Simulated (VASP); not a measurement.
# BN in VASP: one cell, several levels of theory

Rocksalt BN, under -5.0 % biaxial strain in x and y, free along z is computed at one geometry. Runs: PBE, r2SCAN. The results are then set beside those of Ansatz 0.2.0 for the same cell. This is a trial cell built on a prototype, not taken from a measured structure, and it needn't be the compound's ground state.

Code: VASP 6.6.1. PAW datasets, plane waves. Spin-unpolarised throughout. Whether this structure exists isn't addressed.

## 1. The structure to begin with

The cell comes from an earlier relaxation with r2SCAN in another program, then strained, with the atoms relaxed again.

The symmetry is I4/mmm (No. 139, tetragonal); conventional cell a = 2.346 Å, c = 3.796 Å, 5.22 Å³ an atom. Near B stand 6 N at 1.66–1.90 Å; near N stand 6 B at 1.66–1.90 Å.

The structure in full:

```
CELL_PARAMETERS angstrom
0.00000 1.65853 1.89792
1.65853 0.00000 1.89792
1.65853 1.65853 0.00000
ATOMIC_POSITIONS crystal
B 0.00000 0.00000 0.00000
N 0.50000 0.50000 0.50000
```

## 2. PBE

INCAR

```
ENCUT = 520.000000
SIGMA = 0.020000
EDIFF = 1.00e-07
GGA = PE
PREC = Accurate
IBRION = -1
ISIF = 2
ISMEAR = -1
NBANDS = 11
NELM = 120
NSW = 0
LASPH = .TRUE.
LCHARG = .FALSE.
LWAVE = .FALSE.
LREAL = .FALSE.
```

KPOINTS

```
KPOINTS created by Atomic Simulation Environment
0
Gamma
12 12 12
0 0 0
```

KPOINTS_OPT

```
special points
7
Reciprocal
0.0000000000 0.0000000000 0.0000000000 1
0.5000000000 0.0000000000 0.5000000000 1
0.6250000000 0.2500000000 0.6250000000 1
0.3750000000 0.3750000000 0.7500000000 1
0.5000000000 0.5000000000 0.5000000000 1
0.5000000000 0.2500000000 0.7500000000 1
0.0000000000 0.5000000000 0.5000000000 1
```

POSCAR

```
B  N
 1.0000000000000000
     0.0000000000000000    1.6585346381999999    1.8979228895000000
     1.6585346381999999    0.0000000000000000    1.8979228895000000
     1.6585346381999999    1.6585346381999999    0.0000000000000000
 B   N
   1   1
Cartesian
  0.0000000000000000  0.0000000000000000  0.0000000000000000
  1.6585346381999999  1.6585346381999999  1.8979228895000004
```

Potentials: the recommended PBE PAW datasets, 8 valence electrons in the neutral cell.

Command:

```
$ mpirun -np 1 vasp_std
```

Standard output, without the iteration lines:

```text
POSCAR found type information on POSCAR B N
 POSCAR found :  2 types and       2 ions
 LDA part: xc-table for (Slater+PW92), standard interpolation
 POSCAR, INCAR and KPOINTS ok, starting setup
 FFT: planning ... GRIDC
 FFT: planning ... GRID_SOFT
 FFT: planning ... GRID
 WAVECAR not read
 entering main loop
 Start KPOINTS_OPT (optional k-point list driver)
k-point batch [1-7\7]
```

OSZICAR:

```text
N       E                     dE             d eps       ncg     rms          rms(c)
DAV:   1     0.122940904888E+02    0.12294E+02   -0.50703E+03  3718   0.736E+02
DAV:   2    -0.142776761434E+02   -0.26572E+02   -0.25365E+02  4265   0.160E+02
DAV:   3    -0.147685037211E+02   -0.49083E+00   -0.48972E+00  4269   0.183E+01
DAV:   4    -0.147689711287E+02   -0.46741E-03   -0.46740E-03  4000   0.607E-01
DAV:   5    -0.147689713527E+02   -0.22396E-06   -0.22395E-06  4231   0.140E-02    0.668E+00
DAV:   6    -0.138358193742E+02    0.93315E+00   -0.42747E+00  3892   0.111E+01    0.256E+00
DAV:   7    -0.138336639996E+02    0.21554E-02   -0.97943E-02  4096   0.259E+00    0.169E+00
DAV:   8    -0.138352279632E+02   -0.15640E-02   -0.11196E-02  3910   0.765E-01    0.212E-01
DAV:   9    -0.138349023790E+02    0.32558E-03   -0.14207E-03  3967   0.222E-01    0.471E-02
DAV:  10    -0.138349192006E+02   -0.16822E-04   -0.49537E-05  3958   0.608E-02    0.424E-03
DAV:  11    -0.138349196413E+02   -0.44075E-06   -0.71428E-07  4162   0.885E-03    0.350E-03
DAV:  12    -0.138349198989E+02   -0.25763E-06   -0.65600E-08  3083   0.236E-03    0.208E-04
DAV:  13    -0.138349198972E+02    0.16913E-08   -0.28800E-09  2051   0.488E-04
   1 F= -.13834920E+02 E0= -.13834901E+02  d E =-.368677E-04
       N       E                     dE             ncg
DAV:   1     0.125048196709E+04   -0.26818E+04      154
DAV:   2     0.106302179933E+04   -0.18746E+03      180
DAV:   3     0.105977348108E+04   -0.32483E+01      186
DAV:   4     0.105977123855E+04   -0.22425E-02      175
DAV:   5     0.105977123752E+04   -0.10357E-05      178
DAV:   6     0.105977123752E+04   -0.10232E-09      178
```

The lines after F= are the extra pass for the points of KPOINTS_OPT, at fixed density; their E is not a total energy.

Parts of OUTCAR:

```text
k-points           NKPTS =    163   k-points in BZ     NKDIM =    163   number of bands    NBANDS=     11

   NELECT =       8.0000    total number of electrons

   dimension x,y,z NGX =    20 NGY =   20 NGZ =   18
   dimension x,y,z NGXF=    40 NGYF=   40 NGZF=   36

  energy-cutoff  :      520.00
  volume of cell :       10.44
      direct lattice vectors                 reciprocal lattice vectors
     0.000000000  1.658534638  1.897922889    -0.301470942  0.301470942  0.263445898
     1.658534638  0.000000000  1.897922889     0.301470942 -0.301470942  0.263445898
     1.658534638  1.658534638  0.000000000     0.301470942  0.301470942 -0.263445898

 k-points in reciprocal lattice and weights: KPOINTS created by Atomic Simulation Env
   0.00000000  0.00000000  0.00000000       0.001
   0.08333333  0.00000000  0.00000000       0.005
   0.16666667  0.00000000  0.00000000       0.005
   0.25000000  0.00000000  0.00000000       0.005
   0.33333333  0.00000000  0.00000000       0.005
   0.41666667  0.00000000  0.00000000       0.005
   0.50000000  0.00000000  0.00000000       0.002
   0.08333333  0.08333333  0.00000000       0.001
[... 155 more k-points ...]

 E-fermi :  11.3159

 k-point     1 :       0.0000    0.0000    0.0000
  band No.  band energies     occupation
      1     -12.1759      2.00000
      2       8.8408      2.00000
      3       8.8408      2.00000
      4      11.3734      0.10705
      5      18.9142      0.00000
      6      20.3403      0.00000
      7      25.4821      0.00000
      8      25.4821      0.00000
      9      28.1638      0.00000
     10      30.4009      0.00000
     11      30.4009      0.00000

 k-point     2 :       0.0833    0.0000    0.0000
  band No.  band energies     occupation
      1     -11.9783      2.00000
      2       8.1934      2.00000
      3       8.9050      2.00000
      4      11.0697      1.99999
      5      18.4193      0.00000
      6      20.7359      0.00000
      7      24.6850      0.00000
      8      24.9479      0.00000
      9      28.5836      0.00000
     10      29.9470      0.00000
     11      30.8246      0.00000

 k-point     3 :       0.1667    0.0000    0.0000
  band No.  band energies     occupation
      1     -11.3907      2.00000
      2       6.3687      2.00000
      3       9.1027      2.00000
      4      10.5137      2.00000
      5      17.2790      0.00000
      6      21.2575      0.00000
      7      22.8416      0.00000
      8      24.1807      0.00000
      9      28.8197      0.00000
     10      31.1256      0.00000
     11      32.0428      0.00000

 k-point     4 :       0.2500    0.0000    0.0000
  band No.  band energies     occupation
      1     -10.4320      2.00000
      2       3.8745      2.00000
      3       9.4380      2.00000
      4       9.9984      2.00000
      5      16.0089      0.00000
      6      20.7358      0.00000
      7      20.9394      0.00000
      8      24.2418      0.00000
      9      29.5034      0.00000
     10      33.7356      0.00000
     11      33.9959      0.00000

 k-point     5 :       0.3333    0.0000    0.0000
  band No.  band energies     occupation
      1      -9.1562      2.00000
      2       1.2458      2.00000
      3       9.5956      2.00000
      4       9.8846      2.00000
      5      14.9476      0.00000
      6      18.8323      0.00000
      7      20.2239      0.00000
      8      24.6885      0.00000
      9      30.8908      0.00000
     10      36.6290      0.00000
     11      37.1032      0.00000

 k-point     6 :       0.4167    0.0000    0.0000
  band No.  band energies     occupation
      1      -7.7430      2.00000
      2      -1.0644      2.00000
      3       9.3435      2.00000
      4      10.3299      2.00000
      5      14.2600      0.00000
      6      17.4508      0.00000
      7      19.6961      0.00000
      8      25.0034      0.00000
      9      32.5823      0.00000
     10      39.8388      0.00000
     11      39.8586      0.00000

 k-point     7 :       0.5000    0.0000    0.0000
  band No.  band energies     occupation
      1      -6.9350      2.00000
      2      -2.1842      2.00000
      3       9.2585      2.00000
      4      10.5343      2.00000
      5      14.0228      0.00000
      6      16.9253      0.00000
      7      19.5105      0.00000
      8      25.1087      0.00000
      9      33.5428      0.00000
     10      38.9743      0.00000
     11      43.0049      0.00000

[... the tables of k-points 8 to 163 left out ...]

  Total        2.1777896      2.1777896      0.1100600      0.0000000      0.0000000      0.0000000
  in kB      334.1710662    334.1710662     16.8881631      0.0000000      0.0000000      0.0000000
  external PRESSURE =     228.4100985 kB  Pullay stress =       0.0000000 kB

 POSITION                                       TOTAL-FORCE (eV/Angst)
 -----------------------------------------------------------------------------------
      0.00000      0.00000      0.00000         0.000000      0.000000     -0.000000
      1.65853      1.65853      1.89792         0.000000      0.000000      0.000000
 -----------------------------------------------------------------------------------
    total drift:                                0.000000      0.000000      0.000000

  FREE ENERGIE OF THE ION-ELECTRON SYSTEM (eV)
  ---------------------------------------------------
  free  energy   TOTEN  =       -13.8349198972 eV

  energy  without entropy=      -13.8348830295  energy(sigma->0) =      -13.83490146
```

Hardware: 1 MPI rank of Intel Xeon Platinum 8488C, shared host.

The levels at the points of KPOINTS_OPT are read from vasprun.xml.

Levels at the named points, in eV from the top of band v (v: the last filled band by count, c: the next):

```tsv
point	v−1	v	c	c+1
Γ	-2.53	0.00	7.54	8.97
X	-8.50	-5.18	-0.06	7.68
U	-9.59	-5.44	1.96	8.84
K	-10.07	-4.28	5.06	11.28
L	-2.11	-0.84	2.65	5.55
W	-10.11	-7.98	6.75	9.56
```

With PBE the last filled band overlaps the next by 0.06 eV, so there is no gap. Pressure: 22.84 GPa; the forces vanish within 0.01 eV/Å.

## 3. r2SCAN

Edit INCAR of step 2 so:

```diff
@@ -3,3 +3,4 @@
 EDIFF = 1.00e-07
-GGA = PE
+ALGO = Normal
+METAGGA = R2SCAN
 PREC = Accurate
```

KPOINTS is that of step 2.

KPOINTS_OPT is that of step 2.

POSCAR is that of step 2.

Command:

```
$ mpirun -np 1 vasp_std
```

Standard output, without the iteration lines:

```text
POSCAR found type information on POSCAR B N
 POSCAR found :  2 types and       2 ions
 -----------------------------------------------------------------------------
|                                                                             |
|                                                                             |
|     You enforced a specific xc type in the INCAR file but a different       |
|     I HOPE YOU KNOW WHAT YOU ARE DOING!                                     |
|                                                                             |
 -----------------------------------------------------------------------------

 LDA part: xc-table for (None), standard interpolation
 POSCAR, INCAR and KPOINTS ok, starting setup
 FFT: planning ... GRIDC
 FFT: planning ... GRID_SOFT
 FFT: planning ... GRID
 WAVECAR not read
 entering main loop
 Start KPOINTS_OPT (optional k-point list driver)
k-point batch [1-7\7]
```

OSZICAR:

```text
N       E                     dE             d eps       ncg     rms          rms(c)
DAV:   1     0.944218610784E+01    0.94422E+01   -0.52172E+03  3702   0.756E+02
DAV:   2    -0.181503900077E+02   -0.27593E+02   -0.26308E+02  4270   0.166E+02
DAV:   3    -0.186641649200E+02   -0.51377E+00   -0.51262E+00  4271   0.191E+01
DAV:   4    -0.186646763086E+02   -0.51139E-03   -0.51137E-03  4000   0.652E-01
DAV:   5    -0.186646765823E+02   -0.27370E-06   -0.27370E-06  4228   0.158E-02    0.657E+00
DAV:   6    -0.152716260357E+02    0.33931E+01   -0.27656E+00  3679   0.906E+00    0.296E+00
DAV:   7    -0.153134129299E+02   -0.41787E-01   -0.27611E-01  4186   0.379E+00    0.169E+00
DAV:   8    -0.153333934231E+02   -0.19980E-01   -0.37803E-02  3898   0.131E+00    0.306E-01
DAV:   9    -0.153321729866E+02    0.12204E-02   -0.92095E-03  4057   0.539E-01    0.801E-02
DAV:  10    -0.153322012060E+02   -0.28219E-04   -0.27080E-04  4006   0.148E-01    0.461E-02
DAV:  11    -0.153322053726E+02   -0.41665E-05   -0.14403E-04  4021   0.733E-02    0.512E-03
DAV:  12    -0.153322061159E+02   -0.74333E-06   -0.27372E-06  4189   0.175E-02    0.261E-03
DAV:  13    -0.153322061524E+02   -0.36564E-07   -0.10454E-07  3049   0.294E-03
   1 F= -.15332206E+02 E0= -.15332186E+02  d E =-.402009E-04
       N       E                     dE             ncg
DAV:   1     0.123149954936E+04   -0.27007E+04      154
DAV:   2     0.103473049652E+04   -0.19677E+03      183
DAV:   3     0.103121041329E+04   -0.35201E+01      178
DAV:   4     0.103120733808E+04   -0.30752E-02      178
DAV:   5     0.103120733588E+04   -0.21999E-05      175
DAV:   6     0.103120733588E+04   -0.38340E-08      183
```

Parts of OUTCAR:

```text
k-points           NKPTS =    163   k-points in BZ     NKDIM =    163   number of bands    NBANDS=     11

   NELECT =       8.0000    total number of electrons

   dimension x,y,z NGX =    20 NGY =   20 NGZ =   18
   dimension x,y,z NGXF=    40 NGYF=   40 NGZF=   36

  energy-cutoff  :      520.00
  volume of cell :       10.44
      direct lattice vectors                 reciprocal lattice vectors
     0.000000000  1.658534638  1.897922889    -0.301470942  0.301470942  0.263445898
     1.658534638  0.000000000  1.897922889     0.301470942 -0.301470942  0.263445898
     1.658534638  1.658534638  0.000000000     0.301470942  0.301470942 -0.263445898

 k-points in reciprocal lattice and weights: KPOINTS created by Atomic Simulation Env
   0.00000000  0.00000000  0.00000000       0.001
   0.08333333  0.00000000  0.00000000       0.005
   0.16666667  0.00000000  0.00000000       0.005
   0.25000000  0.00000000  0.00000000       0.005
   0.33333333  0.00000000  0.00000000       0.005
   0.41666667  0.00000000  0.00000000       0.005
   0.50000000  0.00000000  0.00000000       0.002
   0.08333333  0.08333333  0.00000000       0.001
[... 155 more k-points ...]

 E-fermi :  11.3528

 k-point     1 :       0.0000    0.0000    0.0000
  band No.  band energies     occupation
      1     -13.4179      2.00000
      2       8.7297      2.00000
      3       8.7297      2.00000
      4      11.3478      1.12407
      5      19.8541      0.00000
      6      20.9576      0.00000
      7      26.6238      0.00000
      8      26.6238      0.00000
      9      28.8889      0.00000
     10      31.2244      0.00000
     11      31.2244      0.00000

 k-point     2 :       0.0833    0.0000    0.0000
  band No.  band energies     occupation
      1     -13.2117      2.00000
      2       8.0412      2.00000
      3       8.7952      2.00000
      4      11.0261      2.00000
      5      19.2954      0.00000
      6      21.3923      0.00000
      7      25.7407      0.00000
      8      25.9985      0.00000
      9      29.4460      0.00000
     10      30.8705      0.00000
     11      31.6712      0.00000

 k-point     3 :       0.1667    0.0000    0.0000
  band No.  band energies     occupation
      1     -12.5987      2.00000
      2       6.1093      2.00000
      3       8.9970      2.00000
      4      10.4385      2.00000
      5      18.0406      0.00000
      6      21.9655      0.00000
      7      23.7352      0.00000
      8      25.1449      0.00000
      9      29.9719      0.00000
     10      32.0265      0.00000
     11      32.9495      0.00000

 k-point     4 :       0.2500    0.0000    0.0000
  band No.  band energies     occupation
      1     -11.6002      2.00000
      2       3.4865      2.00000
      3       9.3382      2.00000
      4       9.8914      2.00000
      5      16.6654      0.00000
      6      21.4810      0.00000
      7      21.6575      0.00000
      8      25.1924      0.00000
      9      30.7901      0.00000
     10      34.7630      0.00000
     11      34.9977      0.00000

 k-point     5 :       0.3333    0.0000    0.0000
  band No.  band energies     occupation
      1     -10.2764      2.00000
      2       0.7387      2.00000
      3       9.4604      2.00000
      4       9.7899      2.00000
      5      15.5278      0.00000
      6      19.4676      0.00000
      7      20.9189      0.00000
      8      25.6587      0.00000
      9      32.2945      0.00000
     10      37.7615      0.00000
     11      38.3141      0.00000

 k-point     6 :       0.4167    0.0000    0.0000
  band No.  band energies     occupation
      1      -8.8238      2.00000
      2      -1.6553      2.00000
      3       9.1886      2.00000
      4      10.2354      2.00000
      5      14.7954      0.00000
      6      18.0225      0.00000
      7      20.3698      0.00000
      8      25.9879      0.00000
      9      34.1029      0.00000
     10      41.1602      0.00000
     11      41.7547      0.00000

 k-point     7 :       0.5000    0.0000    0.0000
  band No.  band energies     occupation
      1      -8.0093      2.00000
      2      -2.7968      2.00000
      3       9.0964      2.00000
      4      10.4376      2.00000
      5      14.5435      0.00000
      6      17.4782      0.00000
      7      20.1764      0.00000
      8      26.0975      0.00000
      9      35.1290      0.00000
     10      40.8503      0.00000
     11      44.5836      0.00000

[... the tables of k-points 8 to 163 left out ...]

  Total        1.9082126      1.9082126      0.0268115      0.0000000     -0.0000000     -0.0000000
  in kB      292.8058071    292.8058071      4.1140987      0.0000000     -0.0000000     -0.0000000
  external PRESSURE =     196.5752376 kB  Pullay stress =       0.0000000 kB

 POSITION                                       TOTAL-FORCE (eV/Angst)
 -----------------------------------------------------------------------------------
      0.00000      0.00000      0.00000        -0.000000     -0.000000     -0.000000
      1.65853      1.65853      1.89792         0.000000      0.000000      0.000000
 -----------------------------------------------------------------------------------
    total drift:                                0.000000      0.000000      0.000000

  FREE ENERGIE OF THE ION-ELECTRON SYSTEM (eV)
  ---------------------------------------------------
  free  energy   TOTEN  =       -15.3322061524 eV

  energy  without entropy=      -15.3321659515  energy(sigma->0) =      -15.33218605
```

Hardware: 1 MPI rank of Intel Xeon Platinum 8488C, shared host.

The levels at the points of KPOINTS_OPT are read from vasprun.xml.

Levels at the named points, in eV from the top of band v (v: the last filled band by count, c: the next):

```tsv
point	v−1	v	c	c+1
Γ	-2.62	0.00	8.51	9.61
X	-8.86	-5.38	0.03	8.44
U	-10.04	-5.65	2.24	9.69
K	-10.50	-4.45	5.47	12.17
L	-2.25	-0.91	3.20	6.13
W	-10.47	-8.38	7.27	10.29
```

Gap with r2SCAN: 0.03 eV, valence top at Γ, conduction bottom at X. Least direct gap: 4.11 eV. The pressure is 19.66 GPa; the forces vanish within 0.01 eV/Å.

## 4. Summary

```
 level  gap (eV)  pressure (GPa)  Ansatz: gap (eV)  Ansatz: pressure (GPa)
   PBE     -0.06           22.84             -0.04                   22.70
r2SCAN      0.03           19.66              0.04                   18.87
```

A negative gap is an overlap of bands.

In words: The gap runs from -0.06 eV (PBE) to 0.03 eV (r2SCAN). The pressure is highest with PBE (22.8 GPa) and lowest with r2SCAN (19.7 GPa), which orders the cells that they would relax to. The two programs agree on the gap within 0.02 eV, far less than the spread between functionals. The two codes have different PAW datasets and cutoffs.
